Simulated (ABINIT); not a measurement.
A run of ABINIT 10.8.3 (patched build) is set up as follows.

run.abi

```
# Pseudopotentials
pp_dirpath "./"
pseudos "Pt.GGA_PBE-JTH.xml, Te.GGA_PBE-JTH.xml"

# Structure
acell 3*1.0 Angstrom
rprim
     4.0100000000     0.0000000000     0.0000000000
    -2.0050000000     3.4727618692     0.0000000000
     0.0000000000     0.0000000000     5.2010000000
ntypat 2
znucl 78 52
natom 3
typat 1 2 2
xred
     0.0034540000     0.0083320000     0.0029580000
     0.6763780000     0.3363580000     0.7509460000
     0.3265040000     0.6718590000     0.2427830000
chkprim 0
chksymtnons 0
tolsym 1.0e-6

# Plane-wave basis
ecut 16.0
pawecutdg 32.0

# k points
kptopt 1
ngkpt 8 8 5
nshiftk 1
shiftk 0.0 0.0 0.0

# Exchange and correlation
ixc 11

# Bands and occupations
nband 15
occopt 3
tsmear 0.00183747

# SCF cycle
nstep 100
tolvrs 1.0e-9

# Output
iomode 3
prtwf 0
prtden 0
prteig 0
prtebands 0
enunit 1
```

Potentials or basis: JTH PAW PBE v2.0.

Command:

```sh
$ abinit run.abi > log 2>&1
```

(1) Estimate the pressure.

(2) Estimate the largest force.

(3) Predict the band gap on the k mesh.

Answers

(1) 11.3 GPa.

(2) 1.760 eV/Å.

(3) none (metal or under the smearing width).
